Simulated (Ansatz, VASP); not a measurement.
TiSi2: VASP beside Ansatz

The input INCAR:

```
  PREC = Accurate
  ENCUT = 520
  EDIFF = 1E-6
  ISMEAR = -1
  SIGMA = 0.05
  LREAL = F
  LASPH = T
  NELM = 100
  ALGO = Normal
  ISIF = 2
  LWAVE = F
  LCHARG = F
  GGA = PS
  NBANDS = 29
```

Contents of KPOINTS:

```
regular mesh
0
Gamma
  7 7 7
```

Contents of POSCAR:

```
TiSi2
1.0
    0.0000000000      4.1447854209      4.2911297696
    2.4053369975      0.0000000000      4.2911297696
    2.4053369975      4.1447854209      0.0000000000
Ti Si
2 4
Direct
    0.7500000000      0.7500000000      0.7500000000
    0.5000000000      0.5000000000      0.5000000000
    0.4125656100      0.0874343900      0.4125656100
    0.0874343900      0.4125656100      0.0874343900
    0.1625656100      0.8374343900      0.1625656100
    0.8374343900      0.1625656100      0.8374343900
```

Contents of input.yaml:

```yaml
crystal:
  lattice:
    - [0.0, 4.1447854209, 4.2911297696]
    - [2.4053369975, 0.0, 4.2911297696]
    - [2.4053369975, 4.1447854209, 0.0]
  atoms:
    - { symbol: Ti, position: [0.75, 0.75, 0.75] }
    - { symbol: Ti, position: [0.5, 0.5, 0.5] }
    - { symbol: Si, position: [0.41256561, 0.08743439, 0.41256561] }
    - { symbol: Si, position: [0.08743439, 0.41256561, 0.08743439] }
    - { symbol: Si, position: [0.16256561, 0.83743439, 0.16256561] }
    - { symbol: Si, position: [0.83743439, 0.16256561, 0.83743439] }
kpoints:
  mp_grid: { grid: [7, 7, 7] }
scf:
  occupations: { method: fermi_dirac, width: 0.05 }
hamiltonian:
  xc: pbesol
  pseudopotentials: { kind: all_electron, lapw: { basis_error: 0.001 } }
output:
  forces: true
  stress: true
  eigenvalues: true
```

Change from the starting cell: volume scaled by 1.02.

Alike in both runs: task single point; functional PBEsol; k mesh 7 × 7 × 7; occupations fermi-dirac, width 0.05 eV; no spin polarisation.

|  | VASP | Ansatz |
| --- | --- | --- |
| version | VASP 6.6.1 | Ansatz 0.2.0 |
| potentials or method | VASP PAW PBE potentials, release 64 (Ti_sv, Si) | all-electron LAPW, scalar-relativistic |
| plane-wave cutoff (eV) | 520 | see its input |

```csv
,VASP,Ansatz,Ansatz less VASP
gap on the k mesh at the Fermi level (eV),none,none,-
pressure (GPa),-4.6,-4.7,-0.17
largest component of the traceless stress (GPa),0.70,0.66,-0.043
rms of the force components (eV/Å),0.018,0.017,-0.0004
```

Atom by atom the forces differ by 0.000 eV/Å (rms over components). A gap of «none» marks a metal or a gap that the smearing closes. Ansatz ran all-electron here, so the differences hold the error of VASP's frozen core and of both bases.

Caveats: the PAW data sets were made with another functional, which shifts forces and pressure a little (VASP).
